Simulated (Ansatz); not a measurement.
# Al₂Ru: how the energy converges with the cutoff

Al₂Ru, I4/mmm, a = 3.121 Å, c = 8.444 Å. The structure is a Materials Project entry; whether it is the stable form wasn't checked. Ansatz: r2SCAN, PAW, cutoff varied, Γ-centred 18×18×18 mesh on 3 atoms, Gaussian smearing 0.10 eV; no spin polarisation. Single points at one geometry, the cutoff alone changed; ΔE is the energy at zero smearing over the run at 850 eV (runs within 0.3 meV/atom of it are left out). The runs up to 460 eV lie under the cutoff recommended for these PAW datasets.

| cutoff (eV) | ΔE (meV/atom) |
| --- | --- |
| 150 | 16115.94 |
| 200 | 3218.54 |
| 250 | 594.66 |
| 300 | 85.97 |
| 350 | 11.48 |
| 380 | 4.83 |
| 460 | 1.81 |
| 500 | 1.25 |
| 520 | 1.04 |
| 600 | ? |

Assume ΔE falls exponentially with the cutoff, fit y = ln ΔE against x, the cutoff in eV, to the other rows, and predict the missing value.

y = 9.688, 8.077, 6.388, 4.454, 2.441, 1.575, 0.593, 0.223, 0.039. Means x = 345.6, y = 3.7198; Σ(Δx)² = 139222, ΣΔxΔy = -3709; the slope is their ratio. y = 12.93 − 0.02664 x, a factor of ten per 86 eV. At 600 eV this gives ΔE = 0.05 meV/atom. The run gave 0.55, a ratio of 0.09. Between neighbouring rows the decay runs from a factor of ten per 57 eV to one per 289 eV, so one exponential is only a rough guide. The fast fall gives way to a slow tail, so a fit to low cutoffs promises convergence too early.